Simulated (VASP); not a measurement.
VASP 6.6.1 run: CsSnI$_{3}$

INCAR

```
SIGMA = 0.01
ENCUT = 520
LCHARG = .FALSE.
LASPH = .FALSE.
NELM = 88
ISMEAR = 2
NBANDS = 30
NSW = 0
IBRION = -1
PREC = Accurate
EDIFF = 1E-7
LWAVE = .FALSE.
GGA = PE
LREAL = .FALSE.
ISIF = 2
```

KPOINTS

```
KPOINTS created by Atomic Simulation Environment
0
Gamma
4 4 4
0 0 0
```

POSCAR

```
Cs Sn I
 1.0000000000000000
     5.9918310765999996    0.0000000000000000    0.0000000000000000
     0.0000000000000000    5.9918310765999996    0.0000000000000000
     0.0000000000000000    0.0000000000000000    5.9918310765999996
 Cs  Sn  I
   1   1   3
Cartesian
  0.0000000000000000  0.0000000000000000  0.0000000000000000
  2.9959155382999998  2.9959155382999998  2.9959155382999998
  2.9959155382999998  2.9959155382999998  0.0000000000000000
  2.9959155382999998  0.0000000000000000  2.9959155382999998
  0.0000000000000000  2.9959155382999998  2.9959155382999998
```

The recommended PBE PAW datasets give the neutral cell 44 valence electrons.

Command

```
mpirun -np 1 vasp_std
```

OSZICAR

```
N       E                     dE             d eps       ncg     rms          rms(c)
DAV:   1     0.357925864277E+03    0.35793E+03   -0.18293E+04   600   0.136E+03
DAV:   2     0.341129556007E+02   -0.32381E+03   -0.30864E+03   684   0.299E+02
DAV:   3    -0.117031227698E+02   -0.45816E+02   -0.45114E+02   722   0.118E+02
DAV:   4    -0.137712091504E+02   -0.20681E+01   -0.20621E+01   744   0.287E+01
DAV:   5    -0.138297566256E+02   -0.58547E-01   -0.58529E-01   908   0.474E+00    0.542E+00
DAV:   6    -0.136665809964E+02    0.16318E+00   -0.26380E-01   800   0.277E+00    0.353E+00
DAV:   7    -0.136572526096E+02    0.93284E-02   -0.25309E-01   802   0.206E+00    0.865E-01
DAV:   8    -0.136573399625E+02   -0.87353E-04   -0.39759E-02   726   0.128E+00    0.328E-01
DAV:   9    -0.136575691794E+02   -0.22922E-03   -0.22593E-03   754   0.376E-01    0.865E-02
DAV:  10    -0.136577517049E+02   -0.18253E-03   -0.33778E-04   752   0.953E-02    0.312E-02
DAV:  11    -0.136578083839E+02   -0.56679E-04   -0.22873E-04   740   0.107E-01    0.409E-02
DAV:  12    -0.136578039819E+02    0.44020E-05   -0.19875E-05   740   0.234E-02    0.279E-02
DAV:  13    -0.136578022201E+02    0.17618E-05   -0.25037E-06   786   0.949E-03    0.132E-02
DAV:  14    -0.136578010786E+02    0.11415E-05   -0.30705E-06   806   0.130E-02    0.134E-03
DAV:  15    -0.136578011808E+02   -0.10222E-06   -0.36369E-07   676   0.275E-03    0.215E-03
DAV:  16    -0.136578013732E+02   -0.19231E-06   -0.39988E-08   448   0.167E-03    0.141E-03
DAV:  17    -0.136578013480E+02    0.25138E-07   -0.11462E-08   402   0.117E-03
   1 F= -.13657801E+02 E0= -.13657780E+02  d E =-.867427E-04
```

From OUTCAR

```
k-points           NKPTS =     10   k-points in BZ     NKDIM =     10   number of bands    NBANDS=     30

   NELECT =      44.0000    total number of electrons

   dimension x,y,z NGX =    48 NGY =   48 NGZ =   48
   dimension x,y,z NGXF=    96 NGYF=   96 NGZF=   96

  energy-cutoff  :      520.00
  volume of cell :      215.12
      direct lattice vectors                 reciprocal lattice vectors
     5.991831077  0.000000000  0.000000000     0.166893891  0.000000000  0.000000000
     0.000000000  5.991831077  0.000000000     0.000000000  0.166893891  0.000000000
     0.000000000  0.000000000  5.991831077     0.000000000  0.000000000  0.166893891

 k-points in reciprocal lattice and weights: KPOINTS created by Atomic Simulation Env
   0.00000000  0.00000000  0.00000000       0.016
   0.25000000  0.00000000  0.00000000       0.094
   0.50000000  0.00000000  0.00000000       0.047
   0.25000000  0.25000000  0.00000000       0.188
   0.50000000  0.25000000  0.00000000       0.188
   0.50000000  0.50000000  0.00000000       0.047
   0.25000000  0.25000000  0.25000000       0.125
   0.50000000  0.25000000  0.25000000       0.188
   ...

 E-fermi :   4.1264

 k-point     1 :       0.0000    0.0000    0.0000
  band No.  band energies     occupation
      1     -18.5305      2.00000
      2     -18.2665      2.00000
      3     -18.2665      2.00000
      4     -18.2308      2.00000
      5     -18.2308      2.00000
      6     -18.2308      2.00000
      7      -9.9809      2.00000
      8      -9.0079      2.00000
      9      -9.0079      2.00000
     10      -5.3501      2.00000
     11      -5.3501      2.00000
     12      -5.3501      2.00000
     13      -2.2878      2.00000
     14      -1.4561      2.00000
     15      -1.4561      2.00000
     16      -1.4561      2.00000
     17       1.2076      2.00000
     18       1.2076      2.00000
     19       1.2076      2.00000
     20       1.4376      2.00000
     21       1.4376      2.00000
     22       1.4376      2.00000
     23       5.9527      0.00000
     24       6.6327      0.00000
     25       6.6327      0.00000
     26       6.9513      0.00000
     27       6.9513      0.00000
     28       6.9513      0.00000
     29       9.1427      0.00000
     30       9.1427      0.00000

 k-point     2 :       0.2500    0.0000    0.0000
  band No.  band energies     occupation
      1     -18.5301      2.00000
      2     -18.2665      2.00000
      3     -18.2650      2.00000
      4     -18.2309      2.00000
      5     -18.2309      2.00000
      6     -18.2308      2.00000
      7      -9.8837      2.00000
      8      -9.1413      2.00000
      9      -9.0054      2.00000
     10      -5.3434      2.00000
     11      -5.3434      2.00000
     12      -5.3308      2.00000
     13      -3.0996      2.00000
     14      -1.3971      2.00000
     15      -1.3971      2.00000
     16      -0.1844      2.00000
     17       1.0772      2.00000
     18       1.0772      2.00000
     19       1.0936      2.00000
     20       1.3326      2.00000
     21       1.3326      2.00000
     22       1.4801      2.00000
     23       6.6156      0.00000
     24       6.9231      0.00000
     25       7.1763      0.00000
     26       7.1851      0.00000
     27       7.2108      0.00000
     28       7.5924      0.00000
     29       7.5924      0.00000
     30       8.8279      0.00000

 ...

  Total        4.3269949      4.3269949      4.3269949     -0.0000000      0.0000000     -0.0000000
  in kB       32.2268812     32.2268812     32.2268812     -0.0000000      0.0000000     -0.0000000
  external PRESSURE =      32.2268812 kB  Pullay stress =       0.0000000 kB

 POSITION                                       TOTAL-FORCE (eV/Angst)
 -----------------------------------------------------------------------------------
      0.00000      0.00000      0.00000         0.000000      0.000000      0.000000
      2.99592      2.99592      2.99592         0.000000      0.000000      0.000000
      2.99592      2.99592      0.00000         0.000000      0.000000      0.000000
      2.99592      0.00000      2.99592         0.000000      0.000000      0.000000
      0.00000      2.99592      2.99592         0.000000      0.000000      0.000000
 -----------------------------------------------------------------------------------
    total drift:                                0.000000     -0.000000     -0.000000

  FREE ENERGIE OF THE ION-ELECTRON SYSTEM (eV)
  ---------------------------------------------------
  free  energy   TOTEN  =       -13.6578013480 eV

  energy  without entropy=      -13.6577146053  energy(sigma->0) =      -13.65777966
```

It converged. Results: gap between bands v and c on the k mesh 0.00 eV; least direct gap on the k mesh 0.00 eV; pressure 3.2 GPa. Band v is the last that the valence electrons fill when counted band by band, and c is the next.

For comparison, a separate PBE run of the intended cell, on usual settings and not on those above, gives a gap of 0.00 eV on its mesh and a pressure of 3.2 GPa.

The run above took about 74 s on one core of a shared host (Intel Xeon Platinum 8488C) and held 0.35 GiB at most.
